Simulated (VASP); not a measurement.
Wanted: the native input for a VASP 6.6.1 run.

- Task: single point
- Functional: RPBE
- Potentials or basis: VASP PAW PBE potentials, release 64 (Tl_d)
- Cutoff: 520 eV
- k mesh: 15 × 15 × 15
- Occupations: fermi-dirac, width 0.1 eV
- Spin: no spin polarisation
- Dipole correction: no
- Further INCAR settings: ALGO = Normal; EDIFF = 1e-06; NBANDS = 12

The structure of Tl lies in POSCAR:

```
Tl
1.0
    3.3364766942      0.0000000000      0.0000000000
    0.0000000000      3.3364766942      0.0000000000
    0.0000000000      0.0000000000      3.3364766942
Tl
1
Direct
    0.0000000000      0.0000000000      0.0000000000
```

This isn't the form of Tl at room conditions, which is hcp.

These files were run (other wordings do the same):

INCAR

```
ALGO = Normal ; EDIFF = 1E-6
ENCUT = 520 ; GGA = RP
ISIF = 2 ; ISMEAR = -1
LASPH = T ; LCHARG = T
LELF = T ; LREAL = F
LVHAR = T ; LWAVE = F
NBANDS = 12 ; NELM = 60
PREC = Accurate ; SIGMA = 0.1
```

KPOINTS

```
k-points
0
Gamma
  15 15 15
```

Potentials or basis: VASP PAW PBE potentials, release 64 (Tl_d).

Run with:

```sh
$ cat potpaw_PBE.64/Tl_d/POTCAR > POTCAR
$ mpirun -np 1 vasp_std > vasp.out
```

Results of the run:

* Pressure: 0.0 GPa
* Band gap on the k mesh: none (metal or under the smearing width)

Caveat: the PAW data sets were made with another functional, which shifts forces and pressure a little.

Wall time 15 s on 1 thread of Intel(R) Xeon(R) 6975P-C (Granite Rapids) (shared host), peak memory 0.18 GiB.
